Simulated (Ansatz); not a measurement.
Starting cell, GeO$_{2}$ (rutile):

```
CELL_PARAMETERS angstrom
      4.48750     0.00000     0.00000
      0.00000     4.48750     0.00000
      0.00000     0.00000     2.90497
ATOMIC_POSITIONS crystal
  Ge 0.00000 0.00000 0.00000
  Ge 0.50000 0.50000 0.50000
  O  0.30714 0.30714 0.00000
  O  0.80714 0.19286 0.50000
  O  0.19286 0.80714 0.50000
  O  0.69286 0.69286 0.00000
```

In this cell atom 4 (O, nearest neighbour Ge at 1.899 Å; its periodic images, 2.9 Å or more away, move with it) is moved by s along Cartesian [110], unit vector (0.707, 0.707, 0.000); all other atoms and the cell stay fixed.

These are PBE (plane waves to 420 eV, PAW, scalar-relativistic; Ansatz, an electronic-structure program) values and carry that method's errors. k mesh 6×6×9 (Γ-centred), Fermi-Dirac smearing 0.05 eV. E stands for the smeared free energy. GeO2 was relaxed with its symmetry unable to fall. The zero of ΔE is the undisplaced structure.

```tsv
s (Å)	ΔE (meV/cell)
-0.380	withheld
-0.304	286
-0.228	159
-0.152	70
-0.076	17
0.000	0
0.076	17
0.152	70
0.228	159
0.304	286
0.380	withheld
```

Q: Fit an even polynomial form (powers 2, 4) to the given rows and predict ΔE at s = 0.380.

A: Least squares on the 9 given rows: ΔE = (3008)·s² + (943.8)·s⁴, in meV/cell with s in Å; root-mean-square residual 0.2 meV/cell. At 0.380 the fit gives 454 meV/cell; the calculation gives 456 meV/cell, so the extrapolation is off by -2 (-0.4 %). The quadratic term alone would give 434 meV/cell.

(A displaced cell: forces are minus the slopes of the energy, force constants its curvatures, and phonons follow from these.)
